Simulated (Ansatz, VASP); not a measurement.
# One calculation of CaH, two programs

Contents of INCAR:

```
SYSTEM = CaH
PREC = Accurate ; ENCUT = 600
EDIFF = 1E-6 ; ISMEAR = 0
SIGMA = 0.1 ; LREAL = .False.
LASPH = .True. ; NELM = 100
ALGO = Normal ; ISIF = 3
LWAVE = .False. ; LCHARG = .False.
GGA = PE ; IBRION = 2
NSW = 100 ; EDIFFG = -0.01
```

The input KPOINTS:

```
regular mesh
0
Gamma
  18 18 18
  0 0 0
```

File POSCAR:

```
CaH
1.0
    1.8682500000      1.0786346400      3.0781093200
   -1.8682500000      1.0786346400      3.0781093200
    0.0000000000     -2.1572692800      3.0781093200
Ca H
1 1
Direct
    0.5000000000      0.5000000000      0.5000000000
    0.0000000000      0.0000000000      0.0000000000
```

Input for Ansatz:

```yaml
crystal:
  lattice:
    - [1.86825, 1.07863464, 3.07810932]
    - [-1.86825, 1.07863464, 3.07810932]
    - [0.0, -2.15726928, 3.07810932]
  atoms:
    - { symbol: Ca, position: [0.5, 0.5, 0.5] }
    - { symbol: H, position: [0.0, 0.0, 0.0] }
basis:
  ecutwfc: 420
kpoints:
  mp_grid: { grid: [18, 18, 18] }
hamiltonian:
  xc: pbe
scf:
  occupations: { method: gaussian, width: 0.1 }
output:
  forces: true
  stress: true
  eigenvalues: true
  write_density: true
  write_potential: true
  elf: true
  volumetric_format: npy
relax:
  adjacent_minimum: "off"
  f_tol: 0.01
  max_steps: 80
  cell: { stress_tol: 0.05 }
```

Alike in both runs: task relaxation of cell and atoms; functional PBE; k mesh 18 × 18 × 18; occupations gaussian, width 0.1 eV; no spin polarisation.

|  | VASP | Ansatz |
| --- | --- | --- |
| version | VASP 6.6.1 | Ansatz 0.2.0 |
| potentials or method | VASP PAW PBE potentials, release 64 (Ca_sv, H) | scalar-relativistic, plane waves, PAW |
| plane-wave cutoff (eV) | 600 | 420 |
| valence electrons in the cell | 11 | 11 |

|  | VASP | Ansatz | Ansatz less VASP |
| --- | --- | --- | --- |
| gap on the k mesh at the Fermi level, each at its own relaxed structure (eV) | none | none | - |
| relaxed volume (Å³/atom) | 17.10 | 17.03 | -0.067 |
| relaxed cell length with the largest relative difference (Å) | 3.643 | 3.639 | -0.0046 |
| energy change over the relaxation (meV/atom) | -13 | -14 | -0.8 |

A gap of «none» marks a metal or a gap that the smearing closes.
